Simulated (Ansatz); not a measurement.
# Si2Ni under strain: Quadrupolar parameters

The cell is an entry of the Crystallography Open Database (COD), relaxed with PBE at fixed cell and then changed (z compressed by 3 %, ions relaxed).

```xyz
3
Lattice="0.0000 2.7030 2.6219 2.7030 0.0000 2.6219 2.7030 2.7030 0.0000" Properties=species:S:1:pos:R:3 pbc="T T T"
Si    1.3515    1.3515    1.3110
Si    4.0545    4.0545    3.9329
Ni    0.0000    0.0000    0.0000
```

Atoms are numbered from 1 in the order listed; like atoms form one site, named after its first atom.

All values are calculated (Ansatz; DFT, PBE, plane waves and PAW, scalar-relativistic, collinear spin, 420 eV cutoff, Γ-centred 15×15×15 k-points, Fermi–Dirac smearing 0.05 eV), not measured. Start moments as typed (μB): 1.5 on each Ni, none on the rest.

V_zz is the principal component of the electric field gradient with the largest magnitude, η = (V_xx − V_yy)/V_zz and C_Q = eQV_zz/h. Directions are in the Cartesian axes of the cell vectors above, for the atom listed; none is given where the gradient is under 0.02 or η is above 0.95.

| site | first atom | first shell | V_zz (10²¹ V/m²) | η | direction of V_zz (x, y, z) |
| --- | --- | --- | --- | --- | --- |
| Si | 1 | 4 Ni at 2.32 Å, 6 Si at 2.62–2.70 Å | -0.19 | 0.00 | 0.00 0.00 1.00 |
| Ni | 3 | 8 Si at 2.32 Å | 0.20 | 0.00 | 0.00 0.00 1.00 |

An axis of threefold or higher order runs through Si and Ni, so V_zz lies along it and η is zero.

With no gap above 0.1 eV, as in a metal, the gradients converge slowly in k; expect changes of a tenth or more on a denser mesh. With these PAW files V_zz is typically within 2 to 3 % of all-electron values, but misses above 10 % occur on Ni. At this changed cell the PBE pressure is 9 GPa. The start moments die out, and the run ends without spin.

The relaxation (1 step) took 44 s of wall time (44 s of CPU time) and 0.66 GiB at its peak, on 1 thread of Arm Neoverse V1 (aarch64; 8 cores open to the job, memory cap 3.0 GiB, no GPU), a shared host with a load of 0.7 a core.
